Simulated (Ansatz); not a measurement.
# AgBr: excitons and shallow donors from band masses and screening

Theory: Ansatz 0.2.0, DFT PBE, scalar-relativistic, plane waves, PAW.

Settings: cutoff 420 eV, Γ-centred mesh 8×8×8 on the computed 2-atom cell, Gaussian smearing of 0.02 eV; no spin polarisation.

Relaxed cell: Fm-3m, a = 5.843 Å, b = 5.843 Å, c = 5.843 Å, α = 90.00°, β = 90.00°, γ = 90.00°, 2 atoms in the primitive cell.

The calculation gives a Kohn–Sham gap of 0.69 eV, an electron mass of 0.194 mₑ and a hole mass of 0.579 mₑ (harmonic means over x, y, z and over the bands degenerate at each edge), and ε∞ = 6.19 (independent particles, mean of the diagonal).

Q: Estimate the binding energy and radius of a Wannier–Mott exciton and of a shallow donor, and say whether the hydrogenic model can hold.

A: The reduced mass is μ = mₙmₕ/(mₙ + mₕ) = 0.145 mₑ, with mₙ and mₕ the band masses. With E_b = 13.606 eV × μ/ε² and a = 0.529 Å × ε/μ (μ in mₑ) the exciton has E_b = 52 meV and a = 23 Å. For a donor μ is the electron mass: 69 meV and 16.9 Å. The exciton's radius is 5 times the shortest lattice vector (4.13 Å), so the continuum picture is reasonable. In a polar crystal the ions screen too, so a state bound more weakly than an optical phonon feels the larger static constant, which lowers the energy and widens the orbit. The other way, the small Kohn–Sham gap and the missing local fields make ε∞ too large and the masses tend to be too light, which underbinds. The edges lie at different points of the zone, so the exciton is indirect.